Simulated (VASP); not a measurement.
Crystal: Mg.

```xyz
2
Lattice="3.2093 0.0000 0.0000 -1.6046 2.7793 0.0000 0.0000 0.0000 5.2103" Properties=species:S:1:pos:R:3 pbc="T T T"
Mg    1.6047    0.9264    3.9077
Mg    0.0000    1.8529    1.3026
```

```yaml
Program: VASP 6.6.1
Task: relaxation of cell and atoms
Functional: PBE
Potentials_or_basis: VASP PAW PBE potentials, release 54 (Mg)
Cutoff: 600 eV
k_mesh: 10 × 10 × 5
Occupations: fermi-dirac, width 0.05 eV
Spin: no spin polarisation
```

At the start: pressure -0.5 GPa; volume 23.24 Å³/atom.

How do energy, volume and symmetry change on relaxing?

Over 6 steps the energy falls by 2.9 meV/atom and the volume is 22.93 Å³/atom (-1.3 %); space group P6_3/mmc (No. 194, to 0.05 Å).

Step by step:
```csv
step,energy change (eV),largest force (eV/Å),pressure (GPa),volume (Å³)
1,0.0000,0.0000,-0.50,46.47
2,-0.0028,0.0000,-0.12,45.99
3,-0.0044,0.0000,0.44,45.32
4,-0.0054,0.0000,0.33,45.48
5,-0.0054,0.0000,0.34,45.46
6,-0.0058,0.0000,0.02,45.85
```

Final structure:
```
CELL_PARAMETERS angstrom
3.16382 0.00000 0.00000
-1.58191 2.73995 0.00000
0.00000 0.00000 5.28930
ATOMIC_POSITIONS crystal
Mg 0.66667 0.33333 0.75000
Mg 0.33333 0.66667 0.25000
```
